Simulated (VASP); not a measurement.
# InAs (F-43m) in VASP: notebook, part 2 of 3

VASP 6.6.1. Earlier steps stand in the parts before.

### 3 Single point, PBEsol

Input file INCAR:

```
SYSTEM = InAs
PREC = Accurate
ENCUT = 520
EDIFF = 1E-7
ISMEAR = 0
SIGMA = 0.15
LREAL = .False.
LASPH = .True.
NELM = 60
ALGO = Normal
ISIF = 2
LWAVE = .False.
LCHARG = .True.
GGA = PS
LELF = .True.
LVHAR = .True.
NBANDS = 16
```

Input file KPOINTS:

```
Automatic mesh
0
Gamma
  12 12 12
  0 0 0
```

Input file POSCAR:

```
InAs
1.0
    0.0000000000      3.0439335352      3.0439335352
    3.0439335352      0.0000000000      3.0439335352
    3.0439335352      3.0439335352      0.0000000000
In As
1 1
Direct
    0.0000000000      0.0000000000      0.0000000000
    0.7500000000      0.7500000000      0.7500000000
```

Potentials or basis: VASP PAW PBE potentials, release 64 (In_d, As).

Command:

```
$ cat potpaw_PBE.64/In_d/POTCAR potpaw_PBE.64/As/POTCAR > POTCAR
$ mpirun -np 1 vasp_std > vasp.out
```

OUTCAR:

```text
SYSTEM = InAs
   PREC = Accurate
   ENCUT = 520
   EDIFF = 1E-7
   ISMEAR = 0
   LREAL = .False.
   LASPH = .True.
   NELM = 60
   ISIF = 2
   GGA = PS

 ion  position               nearest neighbor table
   1  0.000  0.000  0.000-   2 2.64   2 2.64   2 2.64   2 2.64
   2  0.750  0.750  0.750-   1 2.64   1 2.64   1 2.64   1 2.64

  LATTYP: Found a face centered cubic cell.
 ALAT       =     6.0878670704

  Lattice vectors:

 A1 = (   0.0000000000,   3.0439335352,   3.0439335352)
 A2 = (   3.0439335352,   0.0000000000,   3.0439335352)
 A3 = (   3.0439335352,   3.0439335352,   0.0000000000)

Analysis of symmetry for initial positions (statically):
=====================================================================
 Subroutine PRICEL returns:
 Original cell was already a primitive cell.

 Routine SETGRP: Setting up the symmetry group for a
 face centered cubic supercell.

 Subroutine GETGRP returns: Found 24 space group operations
 (whereof 24 operations were pure point group operations)
 out of a pool of 48 trial point group operations.

The static configuration has the point symmetry T_d .

Analysis of symmetry for dynamics (positions and initial velocities):
=====================================================================
 Subroutine PRICEL returns:
 Original cell was already a primitive cell.

 Routine SETGRP: Setting up the symmetry group for a
 face centered cubic supercell.

 Subroutine GETGRP returns: Found 24 space group operations
 (whereof 24 operations were pure point group operations)
 out of a pool of 48 trial point group operations.

The dynamic configuration has the point symmetry T_d .

 Subroutine INISYM returns: Found 24 space group operations
 (whereof 24 operations are pure point group operations),
 and found     1 'primitive' translations

----------------------------------------------------------------------------------------

                                     Primitive cell

  volume of cell :      56.4073

  direct lattice vectors                    reciprocal lattice vectors
     0.000000000  3.043933535  3.043933535    -0.164261142  0.164261142  0.164261142
     3.043933535  0.000000000  3.043933535     0.164261142 -0.164261142  0.164261142
     3.043933535  3.043933535  0.000000000     0.164261142  0.164261142 -0.164261142

  length of vectors
     4.304772088  4.304772088  4.304772088     0.284508644  0.284508644  0.284508644

  position of ions in fractional coordinates (direct lattice)
     0.000000000  0.000000000  0.000000000
     0.750000000  0.750000000  0.750000000

  ion indices of the primitive-cell ions
   primitive index   ion index
                 1           1
                 2           2

----------------------------------------------------------------------------------------

 KPOINTS: Automatic mesh

Automatic generation of k-mesh.
 Grid dimensions read from file:
 generate k-points for:   12   12   12

 Generating k-lattice:

  Cartesian coordinates                     Fractional coordinates (reciprocal lattice)
    -0.013688429  0.013688429  0.013688429     0.083333333  0.000000000  0.000000000
     0.013688429 -0.013688429  0.013688429     0.000000000  0.083333333  0.000000000
     0.013688429  0.013688429 -0.013688429     0.000000000  0.000000000  0.083333333

  Length of vectors
     0.023709054  0.023709054  0.023709054

  Shift w.r.t. Gamma in fractional coordinates (k-lattice)
     0.000000000  0.000000000  0.000000000

 Subroutine IBZKPT returns following result:
 ===========================================

 Found     72 irreducible k-points:

 Following reciprocal coordinates:
            Coordinates               Weight
  0.000000  0.000000  0.000000      1.000000
  0.083333  0.000000  0.000000      8.000000
  0.166667  0.000000  0.000000      8.000000
  0.250000  0.000000  0.000000      8.000000
  0.333333  0.000000  0.000000      8.000000
  0.416667  0.000000  0.000000      8.000000
[... 16 lines left out ...]
  0.500000  0.166667  0.000000     24.000000
 -0.416667  0.166667  0.000000     24.000000
 [... further k-points ...]
   k-points           NKPTS =     72   k-points in BZ     NKDIM =     72   number of bands    NBANDS=     16
   number of dos      NEDOS =    301   number of ions     NIONS =      2
   total plane-waves  NPLWV =  32768
   dimension x,y,z NGX =    32 NGY =   32 NGZ =   32
   dimension x,y,z NGXF=    64 NGYF=   64 NGZF=   64
   ions per type =               1   1
   NGX,Y,Z   is equivalent  to a cutoff of  12.36, 12.36, 12.36 a.u.
   NGXF,Y,Z  is equivalent  to a cutoff of  24.72, 24.72, 24.72 a.u.
 SYSTEM =  InAs
   PREC   = accura    normal or accurate (medium, high low for compatibility)
   ISTART =      0    job   : 0-new  1-cont  2-samecut
   ICHARG =      2    charge: 1-file 2-atom 10-const
   ISPIN  =      1    spin polarized calculation?
   LNONCOLLINEAR =      F non collinear calculations
   LSORBIT =      F    spin-orbit coupling
   LASPH  =      T    aspherical Exc in radial PAW
   ENCUT  =  520.0 eV  38.22 Ry    6.18 a.u.   8.00  8.00  8.00*2*pi/ulx,y,z
   NELM   =     60;   NELMIN=  2; NELMDL= -5     # of ELM steps
   EDIFF  = 0.1E-06   stopping-criterion for ELM
   LREAL  =      F    real-space projection
   EDIFFG = 0.1E-05   stopping-criterion for IOM
   NSW    =      0    number of steps for IOM
   IBRION =     -1    ionic relax: 0-MD 1-quasi-New 2-CG
   NFREE  =      0    steps in history (QN), initial steepest desc. (CG)
   ISIF   =      2    stress and relaxation
   ISYM   =      2    0-nonsym 1-usesym 2-fastsym
   POTIM  = 0.5000    time-step for ionic-motion
   TEBEG  =    0.0;   TEEND  =   0.0 temperature during run
   PSTRESS=    0.0 pullay stress
   NELECT =      18.0000    total number of electrons
   NUPDOWN=      -1.0000    fix difference up-down
   EMIN   =  10.00;   EMAX   =-10.00  energy-range for DOS
   EFERMI =   0.00;   METHOD = LEGACY
   ISMEAR =     0;   SIGMA  =   0.15  broadening in eV -4-tet -1-fermi 0-gaus
   EFERMI_NEDOS =   21; number of points for ismear=-14 and -15
   IALGO  =     38    algorithm
   IMIX   =      4    mixing-type and parameters
     AMIX     =   0.40;   BMIX     =  1.00
     AMIX_MAG =   1.60;   BMIX_MAG =  1.00
  volume/ion in A,a.u.               =      28.20       190.33
  Fermi-wavevector in a.u.,A,eV,Ry     =   1.118718  2.114070 17.028089  1.251529
  Thomas-Fermi vector in A             =   2.255351
   LORBIT       =      0    0 simple, 1 ext, 2 COOP (PROOUT), +10 PAW based schemes
   GGA     = PS    functional components
   LHFCALC =     F    Hartree Fock is set to
   AEXX    =    0.0000 exact exchange contribution
   IVDW    =     0    specifies the selected vdW correction
   LEPSILON=     F    determine dielectric tensor
   LRPA    =     F    only Hartree local field effects (RPA)
 non-spin polarized calculation
 Gauss-broadening in eV      SIGMA  =   0.15
  energy-cutoff  :      520.00
  volume of cell :       56.41
 maximum number of plane-waves:      1540
   NGX = 17   NGY = 17   NGZ = 17

 number of electron      17.9999992 magnetization

 Free energy of the ion-electron system (eV)
  ---------------------------------------------------
  ext. energy  EPLUGINS =         0.00000000
  ---------------------------------------------------
  free energy    TOTEN  =        -8.49078977 eV

  energy without entropy =       -8.49053148  energy(sigma->0) =       -8.49066063

 E-fermi :   4.2908     XC(G=0):  -9.1964

 val. band max:        4.1704640644   @ k =   0.0000   0.0000   0.0000
 cond. band min:       4.8843006908   @ k =   0.0833   0.0000   0.0000
 fundamental gap:      0.7138366264
 Fermi energy:         4.2907649945

 k-point     1 :       0.0000    0.0000    0.0000
  band No.  band energies     occupation
      1     -10.1207      2.00000
      2     -10.1207      2.00000
      3     -10.1207      2.00000
      4     -10.0009      2.00000
      5     -10.0009      2.00000
      6      -7.5904      2.00000
[... 8 lines left out ...]
     15      13.7838      0.00000
     16      13.7838      0.00000
[... 419 lines left out ...]
 k-point    24 :      -0.4167    0.1667    0.0000
  band No.  band energies     occupation
      1     -10.2472      2.00000
      2     -10.0848      2.00000
      3     -10.0793      2.00000
      4     -10.0003      2.00000
      5      -9.9951      2.00000
      6      -6.0223      2.00000
[... 8 lines left out ...]
     15      13.7486      0.00000
     16      14.1253      0.00000

 [... further k-points ...]

------------------------ aborting loop because EDIFF is reached ----------------------------------------

  FORCE on cell =-STRESS in cart. coord.  units (eV):
  Direction    XX          YY          ZZ          XY          YZ          ZX
  --------------------------------------------------------------------------------------
  -------------------------------------------------------------------------------------
  Total        0.0224236      0.0224236      0.0224236      0.0000000      0.0000000      0.0000000
  in kB        0.6369142      0.6369142      0.6369142      0.0000000      0.0000000      0.0000000
  external PRESSURE =       0.6369142 kB  Pullay stress =       0.0000000 kB

 VOLUME and BASIS-vectors are now :
 -----------------------------------------------------------------------------
  energy-cutoff  :      520.00
  volume of cell :       56.41
      direct lattice vectors                 reciprocal lattice vectors
     0.000000000  3.043933535  3.043933535    -0.164261142  0.164261142  0.164261142
     3.043933535  0.000000000  3.043933535     0.164261142 -0.164261142  0.164261142
     3.043933535  3.043933535  0.000000000     0.164261142  0.164261142 -0.164261142

 POSITION                                       TOTAL-FORCE (eV/Angst)
 -----------------------------------------------------------------------------------
      0.00000      0.00000      0.00000         0.000000      0.000000      0.000000
      4.56590      4.56590      4.56590        -0.000000     -0.000000     -0.000000
 -----------------------------------------------------------------------------------
    total drift:                                0.000000      0.000000      0.000000

  FREE ENERGIE OF THE ION-ELECTRON SYSTEM (eV)
  ---------------------------------------------------
  free  energy   TOTEN  =        -8.4907897668 eV

  energy  without entropy=       -8.4905314833  energy(sigma->0) =       -8.49066063
```

OSZICAR:

```text
N       E                     dE             d eps       ncg     rms          rms(c)
DAV:   1     0.113443186076E+03    0.11344E+03   -0.83401E+03  2312   0.121E+03
DAV:   2    -0.954147823433E+00   -0.11440E+03   -0.10964E+03  2520   0.296E+02
DAV:   3    -0.858172948131E+01   -0.76276E+01   -0.75883E+01  2976   0.753E+01
DAV:   4    -0.877256663988E+01   -0.19084E+00   -0.19080E+00  2848   0.131E+01
DAV:   5    -0.878150778929E+01   -0.89411E-02   -0.89411E-02  3520   0.242E+00    0.432E+00
DAV:   6    -0.852249381586E+01    0.25901E+00   -0.38118E-01  3616   0.111E+01    0.237E+00
DAV:   7    -0.849197185148E+01    0.30522E-01   -0.10227E-01  3264   0.313E+00    0.675E-01
DAV:   8    -0.849045898964E+01    0.15129E-02   -0.12332E-02  2912   0.125E+00    0.195E-01
DAV:   9    -0.849070498146E+01   -0.24599E-03   -0.87506E-04  2896   0.258E-01    0.109E-01
DAV:  10    -0.849077180990E+01   -0.66828E-04   -0.11791E-04  3440   0.151E-01    0.660E-02
DAV:  11    -0.849078970967E+01   -0.17900E-04   -0.48094E-05  2712   0.937E-02    0.462E-02
DAV:  12    -0.849078973222E+01   -0.22557E-07   -0.45470E-06  2712   0.200E-02    0.779E-03
DAV:  13    -0.849078982975E+01   -0.97521E-07   -0.10085E-06  3040   0.518E-03    0.355E-03
DAV:  14    -0.849078976681E+01    0.62936E-07   -0.59624E-08  2280   0.246E-03
   1 F= -.84907898E+01 E0= -.84906606E+01  d E =-.258284E-03
```

Run time: 68 s. Hardware: 1 thread of Intel Xeon 8259CL, shared host; peak memory 0.22 GiB.

Results:

```yaml
Free_energy: -8.4908 eV
Pressure: 0.1 GPa
Band_gap_on_the_k_mesh: zero (filled and empty bands touch)
```

Caveat: semilocal functionals underestimate gaps, so a narrow gap can read as zero; the PAW data sets were made with another functional, which shifts forces and pressure a little; spin-orbit coupling is left out, which moves the levels of the heavy elements.

[end of part 2 of 3]
